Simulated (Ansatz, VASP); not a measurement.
Two plane-wave programs on NaH

```
Na H
1.0
     2.80737    0.00000    0.00000
     0.00000    2.80737    0.00000
     0.00000    0.00000    3.02900
Na H
1 1
Direct
  0.00000 0.00000 0.00000
  0.50000 0.50000 0.50000
```

Change from the starting cell: strain -0.050 along x and y, +0.025 along z, atoms carried along.

Alike in both runs: task single point; functional r2SCAN; k mesh 10 × 10 × 10; occupations gaussian, width 0.05 eV; no spin polarisation.

```csv
,VASP,Ansatz
version,VASP 6.6.1,Ansatz 0.2.0
potentials or method,"VASP PAW PBE potentials, release 64 (Na_pv, H)","scalar-relativistic, plane waves, PAW"
plane-wave cutoff (eV),520,500
valence electrons in the cell,8,10
```

|  | VASP | Ansatz | Ansatz less VASP |
| --- | --- | --- | --- |
| gap on the k mesh at the Fermi level (eV) | 1.07 | 1.06 | -0.016 |
| least direct gap on the mesh (eV) | 5.17 | 5.16 | -0.009 |
| pressure (GPa) | 1.3 | 1.6 | +0.35 |
| largest component of the traceless stress (GPa) | 6.59 | 6.63 | +0.037 |

The two sets of potentials don't hold the same shells in valence.

Caveats: the PAW data sets were made with another functional, which shifts forces and pressure a little (VASP). A k mesh can miss the band edges.
